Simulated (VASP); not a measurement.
Set up this calculation in VASP 6.6.1, as the native input.

```
Task                   : relaxation of cell and atoms
Functional             : RPBE
Dispersion             : D3
Potentials or basis    : VASP PAW PBE potentials, release 64 (Si)
Cutoff                 : 600 eV
k mesh                 : 8 × 8 × 8
Occupations            : fermi-dirac, width 0.05 eV
Spin                   : no spin polarisation
Further INCAR settings : ALGO = Fast; EDIFF = 1e-07; IBRION = 2; EDIFFG = -0.005; NSW = 40; ISIF = 3
```

The structure of Si lies in POSCAR:

```
Si
1.0
    0.0000000000      2.7218511865      2.7218511865
    2.7218511865      0.0000000000      2.7218511865
    2.7218511865      2.7218511865      0.0000000000
Si
2
Direct
    0.5000000000      0.5000000000      0.5000000000
    0.7500000000      0.7500000000      0.7500000000
```

These files were run (other wordings do the same):

INCAR

```
ALGO = Fast
EDIFF = 1E-7
EDIFFG = -0.005
ENCUT = 600
GGA = RP
IBRION = 2
ISIF = 3
ISMEAR = -1
IVDW = 11
LASPH = T
LCHARG = F
LREAL = F
LWAVE = F
NELM = 60
NSW = 40
PREC = Accurate
SIGMA = 0.05
```

KPOINTS

```
k-points
0
Gamma
  8 8 8
```

Potentials or basis: VASP PAW PBE potentials, release 64 (Si).

Launch:

```bash
$ cat potpaw_PBE.64/Si/POTCAR > POTCAR
$ mpirun -np 1 vasp_std > vasp.out
```

It gave:

```yaml
Relaxed_volume: 20.36 Å³/atom
Relaxed_cell: a = 3.862 Å, b = 3.862 Å, c = 3.862 Å, α = 60.00°, β = 60.00°, γ = 60.00°
Space_group_after_relaxing_to_0.05_Å: Fd-3m (No. 227)
Energy_gained_by_relaxing: 0.5 meV/atom
Ionic_steps: 3
Pressure_after_relaxing: 0.0 GPa
Band_gap_on_the_k_mesh: 0.70 eV, indirect (least direct gap 2.56 eV)
Dispersion_energy_per_atom: -0.276 eV
```

Caveat: the PAW data sets were made with another functional, which shifts forces and pressure a little.

Run time: 20 s on 1 thread of Intel(R) Xeon(R) Platinum 8488C (Sapphire Rapids), with other jobs on the host, peak memory 0.18 GiB.
